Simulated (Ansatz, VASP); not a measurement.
Ir in VASP and in Ansatz

```
Ir
1.0
    13.10000    0.00000    0.00000
     0.00000   13.20000    0.00000
     0.00000    0.00000    2.57924
Ir
5
Direct
  0.56047 0.68045 0.00000
  0.56373 0.35081 0.00000
  0.43193 0.46694 0.50000
  0.61036 0.51945 0.50000
  0.38574 0.62897 0.00000
```

Alike in both runs: functional PBE; k mesh 1 × 1 × 20; occupations gaussian, width 0.05 eV; no spin polarisation.

Ansatz relaxed the structure, and its values are those at the end. VASP's run is a single point on that final structure, the one shown.

|  | VASP | Ansatz |
| --- | --- | --- |
| version | VASP 6.6.1 | Ansatz 0.2.0 |
| potentials or method | VASP PAW PBE potentials, release 64 (Ir) | scalar-relativistic, plane waves, PAW |
| plane-wave cutoff (eV) | 520 | 420 |
| valence electrons in the cell | 45 | 85 |

Ansatz gave:

* gap on the k mesh at the Fermi level (eV): none
* rms of the force components (eV/Å): 0.006

**Question.** Which values does VASP return?

**Answer.** gap on the k mesh at the Fermi level (eV): none; rms of the force components (eV/Å): 0.037.

A gap of «none» marks a metal or a gap that the smearing closes. The functional is the same, so the differences come from potentials, cutoffs and numerics. The two sets of potentials don't hold the same shells in valence. Ansatz warned: «xc_potential_rough_in_thin_density».

The runs have no spin-orbit coupling, so splittings on Ir are missing.
